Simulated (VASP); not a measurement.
# MoH6 (Pm-3m) in VASP: notebook

The runs below take MoH6 through relaxation of cell and atoms, with PBE.

Everything below comes from runs of VASP 6.6.1. Logs are shortened: lines on timing, memory, paths and dates and some standing lists are left out, and cuts for length are marked.

## 1. The structure

The structure is cubic, space group Pm-3m (No. 221). The conventional cell has a = 4.031 Å, b = 4.031 Å, c = 4.031 Å, α = 90.00°, β = 90.00°, γ = 90.00°. H (site symmetry 4mm) has 5 H at 1.61 to 1.71 Å as nearest neighbours. Around Mo (site symmetry m-3m) lie 24 H at 2.96 Å.

The cell was built by a generator and needn't be a form met in nature.

## 2. Relaxation of cell and atoms, PBE

The input, INCAR:

```
SYSTEM = MoH6
PREC = Normal
ENCUT = 520
EDIFF = 1E-4
ISMEAR = 0
SIGMA = 0.15
LREAL = .False.
LASPH = .True.
NELM = 60
ALGO = Fast
ISIF = 3
LWAVE = .False.
LCHARG = .False.
GGA = PE
IBRION = 2
NSW = 24
EDIFFG = -0.08
```

The input, KPOINTS:

```
regular mesh
0
Gamma
  4 4 4
  0 0 0
```

The input, POSCAR:

```
MoH6
1.0
    4.0307806200      0.0000000000      0.0000000000
    0.0000000000      4.0307806200      0.0000000000
    0.0000000000      0.0000000000      4.0307806200
H Mo
6 1
Direct
    0.5000000000      0.5000000000      0.2000000000
    0.5000000000      0.5000000000      0.8000000000
    0.2000000000      0.5000000000      0.5000000000
    0.8000000000      0.5000000000      0.5000000000
    0.5000000000      0.2000000000      0.5000000000
    0.5000000000      0.8000000000      0.5000000000
    0.0000000000      0.0000000000      0.0000000000
```

Potentials or basis: VASP PAW PBE potentials, release 64 (H, Mo_sv).

On the command line:

```sh
> cat potpaw_PBE.64/H/POTCAR potpaw_PBE.64/Mo_sv/POTCAR > POTCAR
> mpirun -np 1 vasp_std > vasp.out
```

OUTCAR:

```text
SYSTEM = MoH6
   PREC = Normal
   ENCUT = 520
   EDIFF = 1E-4
   ISMEAR = 0
   LREAL = .False.
   LASPH = .True.
   NELM = 60
   ISIF = 3
   GGA = PE
   IBRION = 2
   NSW = 24
   EDIFFG = -0.08

 ion  position               nearest neighbor table
   1  0.500  0.500  0.200-
   2  0.500  0.500  0.800-
   3  0.200  0.500  0.500-
   4  0.800  0.500  0.500-
   5  0.500  0.200  0.500-
   6  0.500  0.800  0.500-
   7  0.000  0.000  0.000-

  LATTYP: Found a simple cubic cell.
 ALAT       =     4.0307806200

  Lattice vectors:

 A1 = (   4.0307806200,   0.0000000000,   0.0000000000)
 A2 = (   0.0000000000,   4.0307806200,   0.0000000000)
 A3 = (   0.0000000000,   0.0000000000,   4.0307806200)

Analysis of symmetry for initial positions (statically):
=====================================================================
 Subroutine PRICEL returns:
 Original cell was already a primitive cell.

 Routine SETGRP: Setting up the symmetry group for a
 simple cubic supercell.

 Subroutine GETGRP returns: Found 48 space group operations
 (whereof 48 operations were pure point group operations)
 out of a pool of 48 trial point group operations.

The static configuration has the point symmetry O_h .

Analysis of symmetry for dynamics (positions and initial velocities):
=====================================================================
 Subroutine PRICEL returns:
 Original cell was already a primitive cell.

 Routine SETGRP: Setting up the symmetry group for a
 simple cubic supercell.

 Subroutine GETGRP returns: Found 48 space group operations
 (whereof 48 operations were pure point group operations)
 out of a pool of 48 trial point group operations.

The dynamic configuration has the point symmetry O_h .

 Subroutine INISYM returns: Found 48 space group operations
 (whereof 48 operations are pure point group operations),
 and found     1 'primitive' translations

----------------------------------------------------------------------------------------

                                     Primitive cell

  volume of cell :      65.4889

  direct lattice vectors                    reciprocal lattice vectors
     4.030780620  0.000000000  0.000000000     0.248090902  0.000000000  0.000000000
     0.000000000  4.030780620  0.000000000     0.000000000  0.248090902  0.000000000
     0.000000000  0.000000000  4.030780620     0.000000000  0.000000000  0.248090902

  length of vectors
     4.030780620  4.030780620  4.030780620     0.248090902  0.248090902  0.248090902

  position of ions in fractional coordinates (direct lattice)
     0.500000000  0.500000000  0.200000000
     0.500000000  0.500000000  0.800000000
     0.200000000  0.500000000  0.500000000
     0.800000000  0.500000000  0.500000000
     0.500000000  0.200000000  0.500000000
     0.500000000  0.800000000  0.500000000
     0.000000000  0.000000000  0.000000000

  ion indices of the primitive-cell ions
   primitive index   ion index
                 1           1
                 2           2
                 3           3
                 4           4
                 5           5
                 6           6
                 7           7

----------------------------------------------------------------------------------------

 KPOINTS: regular mesh

Automatic generation of k-mesh.
 Grid dimensions read from file:
 generate k-points for:    4    4    4

 Generating k-lattice:

  Cartesian coordinates                     Fractional coordinates (reciprocal lattice)
     0.062022726  0.000000000  0.000000000     0.250000000  0.000000000  0.000000000
     0.000000000  0.062022726  0.000000000     0.000000000  0.250000000  0.000000000
     0.000000000  0.000000000  0.062022726     0.000000000  0.000000000  0.250000000

  Length of vectors
     0.062022726  0.062022726  0.062022726

  Shift w.r.t. Gamma in fractional coordinates (k-lattice)
     0.000000000  0.000000000  0.000000000

 Subroutine IBZKPT returns following result:
 ===========================================

 Found     10 irreducible k-points:

 Following reciprocal coordinates:
            Coordinates               Weight
  0.000000  0.000000  0.000000      1.000000
  0.250000  0.000000  0.000000      6.000000
  0.500000  0.000000  0.000000      3.000000
  0.250000  0.250000  0.000000     12.000000
  0.500000  0.250000  0.000000     12.000000
  0.500000  0.500000  0.000000      3.000000
  0.250000  0.250000  0.250000      8.000000
  0.500000  0.250000  0.250000     12.000000
  0.500000  0.500000  0.250000      6.000000
  0.500000  0.500000  0.500000      1.000000
   k-points           NKPTS =     10   k-points in BZ     NKDIM =     10   number of bands    NBANDS=     14
   number of dos      NEDOS =    301   number of ions     NIONS =      7
   total plane-waves  NPLWV =  13824
   dimension x,y,z NGX =    24 NGY =   24 NGZ =   24
   dimension x,y,z NGXF=    48 NGYF=   48 NGZF=   48
   ions per type =               6   1
   NGX,Y,Z   is equivalent  to a cutoff of   9.90,  9.90,  9.90 a.u.
   NGXF,Y,Z  is equivalent  to a cutoff of  19.80, 19.80, 19.80 a.u.
 SYSTEM =  MoH6
   PREC   = normal    normal or accurate (medium, high low for compatibility)
   ISTART =      0    job   : 0-new  1-cont  2-samecut
   ICHARG =      2    charge: 1-file 2-atom 10-const
   ISPIN  =      1    spin polarized calculation?
   LNONCOLLINEAR =      F non collinear calculations
   LSORBIT =      F    spin-orbit coupling
   LASPH  =      T    aspherical Exc in radial PAW
   ENCUT  =  520.0 eV  38.22 Ry    6.18 a.u.   7.49  7.49  7.49*2*pi/ulx,y,z
   NELM   =     60;   NELMIN=  2; NELMDL= -5     # of ELM steps
   EDIFF  = 0.1E-03   stopping-criterion for ELM
   LREAL  =      F    real-space projection
   EDIFFG = -.8E-01   stopping-criterion for IOM
   NSW    =     24    number of steps for IOM
   IBRION =      2    ionic relax: 0-MD 1-quasi-New 2-CG
   NFREE  =      1    steps in history (QN), initial steepest desc. (CG)
   ISIF   =      3    stress and relaxation
   ISYM   =      2    0-nonsym 1-usesym 2-fastsym
   POTIM  = 0.5000    time-step for ionic-motion
   TEBEG  =    0.0;   TEEND  =   0.0 temperature during run
   PSTRESS=    0.0 pullay stress
   NELECT =      20.0000    total number of electrons
   NUPDOWN=      -1.0000    fix difference up-down
   EMIN   =  10.00;   EMAX   =-10.00  energy-range for DOS
   EFERMI =   0.00;   METHOD = LEGACY
   ISMEAR =     0;   SIGMA  =   0.15  broadening in eV -4-tet -1-fermi 0-gaus
   EFERMI_NEDOS =   21; number of points for ismear=-14 and -15
   IALGO  =     68    algorithm
   IMIX   =      4    mixing-type and parameters
     AMIX     =   0.40;   BMIX     =  1.00
     AMIX_MAG =   1.60;   BMIX_MAG =  1.00
  volume/ion in A,a.u.               =       9.36        63.13
  Fermi-wavevector in a.u.,A,eV,Ry     =   1.102459  2.083345 16.536728  1.215415
  Thomas-Fermi vector in A             =   2.238902
   LORBIT       =      0    0 simple, 1 ext, 2 COOP (PROOUT), +10 PAW based schemes
   GGA     = PE    functional components
   LHFCALC =     F    Hartree Fock is set to
   AEXX    =    0.0000 exact exchange contribution
   IVDW    =     0    specifies the selected vdW correction
   LEPSILON=     F    determine dielectric tensor
   LRPA    =     F    only Hartree local field effects (RPA)
 conjugate gradient relaxation of ions
 non-spin polarized calculation
 RMM-DIIS sequential band-by-band and
 Gauss-broadening in eV      SIGMA  =   0.15
  energy-cutoff  :      520.00
  volume of cell :       65.49
 maximum number of plane-waves:      1791
   NGX = 15   NGY = 15   NGZ = 15

--------------------------------------- Ionic step        1  -------------------------------------------

 number of electron      20.0000004 magnetization

 Free energy of the ion-electron system (eV)
  ---------------------------------------------------
  ext. energy  EPLUGINS =         0.00000000
  ---------------------------------------------------
  free energy    TOTEN  =       -19.25204027 eV

  energy without entropy =      -19.18056103  energy(sigma->0) =      -19.21630065

 E-fermi :   1.9912     XC(G=0):  -9.1993

 val. band max:        1.9257328108   @ k =   0.5000   0.2500   0.2500
 cond. band min:       2.0270838835   @ k =   0.0000   0.0000   0.0000
 fundamental gap:      0.1013510727
 Fermi energy:         1.9911592472

 k-point     1 :       0.0000    0.0000    0.0000
  band No.  band energies     occupation
      1     -59.3203      2.00000
      2     -33.3560      2.00000
      3     -33.3560      2.00000
      4     -33.3560      2.00000
      5      -7.5566      2.00000
      6      -0.3017      2.00000
      7      -0.3017      2.00000
      8       2.0271      0.73484
      9       2.0271      0.73484
     10       2.0271      0.73484
     11       2.1281      0.19679
     12       2.1281      0.19679
     13       2.1281      0.19669
     14       3.4755      0.00000
[... 189 lines left out ...]
  energy  without entropy=      -19.1805610251  energy(sigma->0) =      -19.21630065

--------------------------------------- Ionic step        2  -------------------------------------------

 number of electron      19.9999985 magnetization

 E-fermi :   3.7235     XC(G=0): -10.1177

 val. band max:        3.6284965301   @ k =   0.5000   0.2500   0.0000
 cond. band min:       3.7753388441   @ k =   0.0000   0.0000   0.0000
 fundamental gap:      0.1468423139
 Fermi energy:         3.7235070784

 k-point     1 :       0.0000    0.0000    0.0000
  band No.  band energies     occupation
      1     -57.6161      2.00000
      2     -31.6415      2.00000
      3     -31.6415      2.00000
      4     -31.6415      2.00000
      5      -7.5825      2.00000
      6       0.5944      2.00000
      7       0.5944      2.00000
      8       3.7753      0.62507
      9       3.7753      0.62507
     10       3.7753      0.62507
     11       3.9502      0.03260
     12       3.9502      0.03260
     13       3.9502      0.03259
     14       5.7911      0.00000
[... 226 lines left out ...]
  FREE ENERGIE OF THE ION-ELECTRON SYSTEM (eV)
  ---------------------------------------------------
  free  energy   TOTEN  =       -22.6635753408 eV

  energy  without entropy=      -22.6512809273  energy(sigma->0) =      -22.65742813

 E-fermi :  10.0982     XC(G=0): -12.8410

 val. band max:        9.9697629403   @ k =   0.5000   0.2500   0.2500
 cond. band min:      10.1194027740   @ k =   0.5000   0.5000   0.0000
 fundamental gap:      0.1496398337
 Fermi energy:        10.0981677946

 k-point     1 :       0.0000    0.0000    0.0000
  band No.  band energies     occupation
      1     -51.0699      2.00000
      2     -25.0601      2.00000
      3     -25.0601      2.00000
      4     -25.0601      2.00000
      5      -7.1477      2.00000
      6       3.8225      2.00000
      7       3.8225      2.00000
      8      10.2023      0.32602
      9      10.2023      0.32602
     10      10.9079      0.00000
     11      10.9079      0.00000
     12      10.9079      0.00000
     13      12.9938      0.00000
     14      14.8511      0.00000
[... 137 lines left out ...]
 k-point    10 :       0.5000    0.5000    0.5000
  band No.  band energies     occupation
      1     -50.9733      2.00000
      2     -25.3434      2.00000
      3     -25.3434      2.00000
      4     -25.3434      2.00000
      5      -0.0843      2.00000
      6       0.1338      2.00000
      7       0.1338      2.00000
      8       0.1338      2.00000
      9      12.6183      0.00000
     10      12.6183      0.00000
     11      13.2861      0.00000
     12      14.2657      0.00000
     13      14.2659      0.00000
     14      14.2659      0.00000

[... ionic steps 4 to 10 ...]

--------------------------------------- Ionic step       11  -------------------------------------------

 number of electron      19.9999999 magnetization

------------------------ aborting loop because EDIFF is reached ----------------------------------------

  FORCE on cell =-STRESS in cart. coord.  units (eV):
  Direction    XX          YY          ZZ          XY          YZ          ZX
  --------------------------------------------------------------------------------------
  -------------------------------------------------------------------------------------
  Total        2.1976758      2.1976758      2.1976758      0.0000000      0.0000000     -0.0000000
  in kB      113.9015174    113.9015174    113.9015174      0.0000000      0.0000000     -0.0000000
  external PRESSURE =     113.9015174 kB  Pullay stress =       0.0000000 kB
[... 67 lines left out ...]
  energy  without entropy=      -24.7272993584  energy(sigma->0) =      -24.74400690

--------------------------------------- Ionic step       13  -------------------------------------------

 number of electron      19.9999996 magnetization

 Free energy of the ion-electron system (eV)
  ---------------------------------------------------
  ext. energy  EPLUGINS =         0.00000000
  ---------------------------------------------------
  free energy    TOTEN  =       -24.83547459 eV

  energy without entropy =      -24.79513244  energy(sigma->0) =      -24.81530351

 E-fermi :   8.4700     XC(G=0): -12.0624

 val. band max:        8.1402084278   @ k =   0.5000   0.2500   0.0000
 cond. band min:       8.4750500228   @ k =   0.5000   0.5000   0.2500
 fundamental gap:      0.3348415950
 Fermi energy:         8.4700354921

 k-point     1 :       0.0000    0.0000    0.0000
  band No.  band energies     occupation
      1     -52.8196      2.00000
      2     -26.8554      2.00000
      3     -26.8554      2.00000
      4     -26.8554      2.00000
      5      -7.1046      2.00000
      6       1.4530      2.00000
      7       1.4530      2.00000
      8       8.9306      0.00001
      9       8.9306      0.00001
     10       8.9306      0.00001
     11       9.4032      0.00000
     12       9.4032      0.00000
     13       9.8654      0.00000
     14       9.8654      0.00000
[... 185 lines left out ...]
  FREE ENERGIE OF THE ION-ELECTRON SYSTEM (eV)
  ---------------------------------------------------
  free  energy   TOTEN  =       -24.8354745857 eV

  energy  without entropy=      -24.7951324357  energy(sigma->0) =      -24.81530351

 reached required accuracy - stopping structural energy minimisation
```

Wall time 45 s (1 thread of Intel Xeon Platinum 8488C (Sapphire Rapids), shared host); peak memory 0.15 GiB.

Results:

- Free energy: -24.8355 eV
- Relaxed volume: 4.72 Å³/atom
- Relaxed cell: a = 3.208 Å, b = 3.208 Å, c = 3.208 Å, α = 90.00°, β = 90.00°, γ = 90.00°
- Space group after relaxing (to 0.05 Å): Pm-3m (No. 221)
- Energy gained by relaxing: 797.6 meV/atom
- Ionic steps: 13
- Pressure after relaxing: 2.5 GPa
- Largest force after relaxing: 0.032 eV/Å
- Band gap on the k mesh: none (metal or under the smearing width)

Forces in eV/Å, atoms in the order of the input:
```
H    0.000  0.000  0.032
H    0.000  0.000 -0.032
H    0.032  0.000  0.000
H   -0.032  0.000  0.000
H    0.000  0.032  0.000
H    0.000 -0.032  0.000
Mo   0.000  0.000  0.000
```

The path:
```tsv
step	energy change (eV)	largest force (eV/Å)	pressure (GPa)	volume (Å³)
1	0.0000	0.4106	-26.00	65.49
2	-2.3576	0.5773	-28.06	52.13
3	-3.4115	0.2471	92.74	23.14
4	-4.7076	0.6820	-19.76	38.18
5	-5.0881	0.6128	21.30	28.57
6	-5.2285	0.6680	-3.03	32.25
7	-5.2396	0.6637	1.72	31.42
8	-5.3858	0.4691	3.77	31.22
9	-5.4256	0.6113	16.94	30.78
10	-5.4917	0.3102	6.86	31.05
11	-5.5031	0.1185	11.39	30.91
12	-5.5087	0.0521	9.72	30.96
13	-5.5834	0.0324	2.51	33.02
```

Final structure:
```xyz
7
Lattice="3.2082 0.0000 0.0000 0.0000 3.2082 0.0000 0.0000 0.0000 3.2082" Properties=species:S:1:pos:R:3 pbc="T T T"
H     1.6041    1.6041    0.4660
H     1.6041    1.6041    2.7422
H     0.4660    1.6041    1.6041
H     2.7422    1.6041    1.6041
H     1.6041    0.4660    1.6041
H     1.6041    2.7422    1.6041
Mo    0.0000    0.0000    0.0000
```

Caveat: the k mesh is coarse (spacing up to 0.39 Å⁻¹), so the values aren't converged; the volume moved by over 15 % at a fixed basis, so the end points are rough; the relaxation stopped at a loose force limit of 0.08 eV/Å, so its end isn't a converged minimum.

## 3. Relaxation of cell and atoms, PBE

This run uses another cell than the first one, of 8.80 Å³/atom, 0.940 times its volume.

INCAR is that of step 2.

KPOINTS is that of step 2.

The input, POSCAR:

```
MoH6
1.0
    4.2000000000      0.0000000000      0.0000000000
   -2.1000000000      3.6373067000      0.0000000000
    0.0000000000      0.0000000000      4.0300000000
H Mo
6 1
Direct
    0.1790000000      0.3580000000      0.2700000000
    0.1790000000      0.8210000000      0.7300000000
    0.6420000000      0.8210000000      0.2700000000
    0.1790000000      0.3580000000      0.7300000000
    0.1790000000      0.8210000000      0.2700000000
    0.6420000000      0.8210000000      0.7300000000
    0.0000000000      0.0000000000      0.0000000000
```

Potentials or basis: VASP PAW PBE potentials, release 64 (H, Mo_sv).

On the command line:

```sh
> cat potpaw_PBE.64/H/POTCAR potpaw_PBE.64/Mo_sv/POTCAR > POTCAR
> mpirun -np 1 vasp_std > vasp.out
```

Run time: 63 s. Hardware: 1 thread of Intel Xeon Platinum 8488C (Sapphire Rapids), shared host; peak memory 0.14 GiB.

The run converged. Its results:

```yaml
Free_energy: -27.1722 eV
Relaxed_volume: 9.06 Å³/atom
Relaxed_cell: a = 5.001 Å, b = 5.001 Å, c = 2.928 Å, α = 90.00°, β = 90.00°, γ = 120.00°
Space_group_after_relaxing_to_0.05_Å: P-6m2 (No. 187)
Energy_gained_by_relaxing: 262.2 meV/atom
Ionic_steps: 15
Pressure_after_relaxing: 0.2 GPa
Largest_force_after_relaxing: 0.072 eV/Å
Band_gap_on_the_k_mesh: none (metal or under the smearing width)
```

Forces in eV/Å, atoms in the order of the input:
```
H    0.000  0.063 -0.035
H    0.055 -0.032  0.035
H   -0.055 -0.032 -0.035
H    0.000  0.063  0.035
H    0.055 -0.032 -0.035
H   -0.055 -0.032  0.035
Mo   0.000  0.000  0.000
```

Stress tensor (GPa, compression positive):
```
 0.35  0.00  0.00
 0.00  0.35  0.00
 0.00  0.00 -0.14
```

Step by step:
```tsv
step	energy change (eV)	largest force (eV/Å)	pressure (GPa)	volume (Å³)
1	0.0000	0.6969	0.92	61.57
2	-0.3510	0.4480	-2.22	61.97
3	-0.9516	0.8372	-10.55	62.61
4	-1.1327	0.8531	-10.03	61.27
5	-1.3060	0.8888	-8.66	59.34
6	-1.5032	0.8092	-5.71	55.23
7	-1.6243	0.5668	-2.55	54.25
8	-1.6890	0.1796	2.23	52.95
9	-1.7052	0.1613	1.93	53.37
10	-1.7464	0.1146	1.47	54.65
11	-1.7996	0.0581	0.90	57.24
12	-1.8110	0.1989	0.85	62.63
13	-1.8216	0.1455	-1.85	65.13
14	-1.8279	0.0720	-0.78	64.14
15	-1.8351	0.0722	0.19	63.44
```

Final structure:
```
CELL_PARAMETERS angstrom
5.00133 0.00000 0.00000
-2.50066 4.33128 0.00000
0.00000 0.00000 2.92847
ATOMIC_POSITIONS crystal
H 0.17540 0.35080 0.28304
H 0.17540 0.82460 0.71696
H 0.64920 0.82460 0.28304
H 0.17540 0.35080 0.71696
H 0.17540 0.82460 0.28304
H 0.64920 0.82460 0.71696
Mo 0.00000 0.00000 0.00000
```

Levels at points of the mesh, in eV from the Fermi level:
```
           k point  band 8  band 9  band 10  band 11  band 12  band 13
(0.00, 0.00, 0.00)   -1.93    0.01     0.01     0.81     0.81     4.60
(0.50, 0.00, 0.00)   -1.66   -0.52    -0.15    -0.01     0.62     5.20
(0.00, 0.00, 0.50)   -4.07   -2.37    -2.37     3.69     4.07     4.07
(0.50, 0.00, 0.50)   -3.44   -2.53    -2.19     1.82     2.54     3.45
```

Caveat: the k mesh is coarse (spacing up to 0.43 Å⁻¹), so the values aren't converged; the relaxation stopped at a loose force limit of 0.08 eV/Å, so its end isn't a converged minimum.
